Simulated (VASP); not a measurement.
Write the native input for VASP 6.6.1 that does the following.

```yaml
Task: relaxation of cell and atoms
Functional: PBE
Potentials_or_basis: VASP PAW PBE potentials, release 64 (C)
Cutoff: 520 eV
k_mesh: 21 × 21 × 21
Occupations: gaussian, width 0.1 eV
Spin: no spin polarisation
Further_INCAR_settings: ALGO = Normal; EDIFF = 1e-07; IBRION = 2; POTIM = 0.3; EDIFFG = -0.005; NSW = 60; ISIF = 3
```

The structure of C lies in POSCAR:

```
C                                       
1.0
   -0.0000000000      2.1370847027      3.7638602029
    1.2337310584     -0.0000000000      3.7638602029
    1.2337310584      2.1370847027      0.0000000000
  C             
     2
Direct
     0.1666906796361637    0.8333093203638362    0.1666906796361637
     0.8333093203638362    0.1666906796361637    0.8333093203638362
```

This isn't the form of C at room conditions, which is graphite.

One way to write it, as run:

INCAR

```
PREC     = Accurate       # precision mode
ENCUT    = 520            # plane-wave cutoff, eV
EDIFF    = 1E-7           # SCF threshold, eV
ISMEAR   = 0              # smearing method
SIGMA    = 0.1            # smearing width, eV
LREAL    = F              # projectors in reciprocal space
LASPH    = T              # aspherical terms in the spheres
NELM     = 120            # most SCF steps
ALGO     = Normal         # electronic algorithm
ISIF     = 3              # what is computed and relaxed
LWAVE    = F              # write WAVECAR
LCHARG   = F              # write CHGCAR
GGA      = PE             # functional
IBRION   = 2              # ionic algorithm
NSW      = 60             # ionic steps
EDIFFG   = -0.005         # ionic threshold
POTIM    = 0.3            # step
```

KPOINTS

```
Automatic mesh
0
Gamma
  21 21 21
```

Potentials or basis: VASP PAW PBE potentials, release 64 (C).

Run with:

```sh
$ cat potpaw_PBE.64/C/POTCAR > POTCAR
$ mpirun -np 1 vasp_std > vasp.out
```

Results of the run:

The relaxed volume is 10.69 Å³/atom and the relaxed cell is a = 4.583 Å, b = 4.238 Å, c = 2.468 Å, α = 81.63°, β = 66.18°, γ = 32.19°. The space group after relaxing (to 0.05 Å) is Fmmm (No. 69). The energy gained by relaxing is 1.7 meV/atom. The ionic steps are 17, the pressure after relaxing is 0.0 GPa and the band gap on the k mesh is 0.02 eV, direct.

Caveat: an odd mesh through Γ misses points on the zone boundary, where band edges often lie.

It took 11 min on 1 thread of Intel(R) Xeon(R) 6975P-C (Granite Rapids) (shared host), peak memory 0.28 GiB.
